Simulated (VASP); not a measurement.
The system is Ta.

```
CELL_PARAMETERS angstrom
2.94168 0.00000 0.00000
-1.47084 2.54757 0.00000
0.00000 0.00000 4.80377
ATOMIC_POSITIONS crystal
Ta 0.33333 0.66667 0.25000
Ta 0.66667 0.33333 0.75000
```

This isn't the form of Ta at room conditions, which is bcc.

- Program: VASP 6.6.1
- Task: relaxation of cell and atoms
- Functional: PBEsol
- Potentials or basis: VASP PAW PBE potentials, release 64 (Ta_pv)
- Cutoff: 300 eV
- k mesh: 18 × 18 × 10
- Occupations: gaussian, width 0.1 eV
- Spin: no spin polarisation

At the start: pressure 0.7 GPa; volume 18.00 Å³/atom.

**Question.** How do energy, volume and symmetry change on relaxing?

**Answer.** Over 8 steps the energy falls by 43.8 meV/atom and the volume is 18.07 Å³/atom (+0.4 %); space group P6_3/mmc (No. 194, to 0.05 Å).

Step by step:
```tsv
step	energy change (eV)	largest force (eV/Å)	pressure (GPa)	volume (Å³)
1	0.0000	0.0000	0.70	36.00
2	-0.0809	0.0000	-1.35	36.36
3	-0.0860	0.0000	-1.67	36.45
4	-0.0860	0.0000	-1.63	36.44
5	-0.0775	0.0000	4.26	35.46
6	-0.0876	0.0000	-0.04	36.16
7	-0.0876	0.0000	-0.02	36.16
8	-0.0876	0.0000	0.02	36.15
```

Final structure:
```
Ta
1.0
     2.86527    0.00000    0.00000
    -1.43263    2.48139    0.00000
     0.00000    0.00000    5.08408
Ta
2
Cartesian
  0.0000 1.6543 1.2710
  1.4326 0.8271 3.8131
```

Caveat: the PAW data sets were made with another functional, which shifts forces and pressure a little.
